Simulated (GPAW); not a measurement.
Crystal: Pd.

```
Pd
1.0
    -1.57228    1.57228    1.57228
     1.57228   -1.57228    1.57228
     1.57228    1.57228   -1.57228
Pd
1
Direct
  0.00000 0.00000 0.00000
```

This isn't the form of Pd at room conditions, which is fcc.

- Program: GPAW 26.7.0
- Task: relaxation of cell and atoms
- Functional: PBEsol
- Dispersion: D3(BJ)+ATM
- Potentials or basis: PAW data sets generated in the run's folder for this functional
- Cutoff: 600 eV
- Basis: pw
- k mesh: 12 × 12 × 12
- Occupations: fermi-dirac, width 0.05 eV
- Spin: no spin polarisation

At the start: pressure -14.3 GPa; volume 15.55 Å³/atom.

Task: Where does the relaxation end?

Result: Over 4 steps the energy falls by 59.5 meV/atom and the volume is 14.34 Å³/atom (-7.8 %); space group Im-3m (No. 229, to 0.05 Å).

Step by step:
| step | energy change (eV) | largest force (eV/Å) | pressure (GPa) | volume (Å³) |
| --- | --- | --- | --- | --- |
| 1 | 0.0000 | 0.0000 | -14.25 | 15.55 |
| 2 | -0.0547 | 0.0000 | -4.49 | 14.65 |
| 3 | -0.0594 | 0.0000 | 0.74 | 14.29 |
| 4 | -0.0595 | 0.0000 | -0.03 | 14.34 |

Final structure:
```xyz
1
Lattice="-1.5305 1.5305 1.5305 1.5305 -1.5305 1.5305 1.5305 1.5305 -1.5305" Properties=species:S:1:pos:R:3 pbc="T T T"
Pd    0.0000    0.0000    0.0000
```

Caveat: later steps reuse the first step's grids; pairwise dispersion overbinds metals, which lowers pressure and volume.
